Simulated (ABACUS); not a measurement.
Rh: equation of state with OLYP

**Experimental background.**

From “Thermal equation of state of rhodium characterized by XRD in a resistively heated diamond anvil cell”, 2024, pmc:11535440, for a bulk crystal of Rh: bulk modulus 264 ± 1 GPa.

The system is Rh.

```
CELL_PARAMETERS angstrom
0.00000 1.89785 1.89785
1.89785 0.00000 1.89785
1.89785 1.89785 0.00000
ATOMIC_POSITIONS crystal
Rh 0.00000 0.00000 0.00000
```

```yaml
Program: ABACUS 3.10.1
Task: equation of state
Functional: OLYP
Potentials_or_basis: SPMS ONCV 1.0 PBE
Cutoff: 1211 eV
Density_cutoff: 4844 eV
Basis: plane waves
k_mesh: 10 × 10 × 10
Occupations: fermi-dirac, width 0.05 eV
Spin: no spin polarisation
```

| Property | Result |
| --- | --- |
| Equilibrium volume | 13.86 Å³/atom |
| Bulk modulus | 253 GPa |
| Pressure derivative of the bulk modulus | 5.3 (rough: it moves with the points fitted) |

Energy against volume, from the lowest point:
| volume (Å³/atom) | energy (meV/atom) |
| --- | --- |
| 12.851 | 67.28 |
| 13.398 | 12.52 |
| 13.945 | 0.00 |
| 14.492 | 20.44 |

All runs of the series together: 11 s on 4 threads of Intel(R) Xeon(R) Platinum 8488C (Sapphire Rapids) (shared host).

Against the measured bulk modulus of Rh, 264 GPa (quoted in “Thermal equation of state of rhodium characterized by XRD in a resistively heated diamond anvil cell”, 2024, pmc:11535440), the calculated 253 GPa is off by -4.1 %. The fit is for a static lattice scaled at fixed shape and fixed fractional positions.

Caveat: the potentials were made for another functional, which shifts forces and pressure.
